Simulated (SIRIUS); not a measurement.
MgB2, 3 atoms in the cell. The structure is hexagonal, space group P6/mmm (No. 191). Conventional cell: a = 3.085 Å, b = 3.085 Å, c = 3.523 Å, α = 90.00°, β = 90.00°, γ = 120.00°. Mg (site symmetry 6/mmm) is surrounded by 12 B at 2.51 Å. B (site symmetry -6m2) is surrounded by 3 B at 1.78 Å. 

```yaml
Program: SIRIUS 7.12.0
Task: single point
Functional: RPBE
Potentials_or_basis: PseudoDojo 0.4.1 PBE standard (scalar relativistic)
Cutoff: 1152 eV
Density_cutoff: 4606 eV
k_mesh: 8 × 8 × 7
Occupations: fermi-dirac, width 0.05 eV
Spin: no spin polarisation
Libxc_names: "[\"XC_GGA_X_RPBE\", \"XC_GGA_C_PBE\"]"
Energy_tol: 1e-08 Ha
Density_tol: 1e-06
Mixer: anderson
Mixing_beta: 0.7
Max_scf: 100
Radial_cutoff_for_the_potentials'_integrals: 6.5 bohr
```

Potentials or basis: PseudoDojo 0.4.1 PBE standard (scalar relativistic).

Launch:

```bash
$ upf_to_json B.upf
$ upf_to_json Mg.upf
$ OMP_NUM_THREADS=1 sirius.scf --input=sirius.json --output=out.json --task=0
```

Hardware: 1 thread of Intel(R) Xeon(R) Platinum 8488C (Sapphire Rapids), with other jobs on the host.

**Question.** Estimate the wall time of this run.

**Answer.** Wall time 29 s on 1 thread of Intel(R) Xeon(R) Platinum 8488C (Sapphire Rapids) (shared host), peak memory 0.23 GiB. Counts: scf iterations 12, k points 40, plane waves 2605, bands 15.
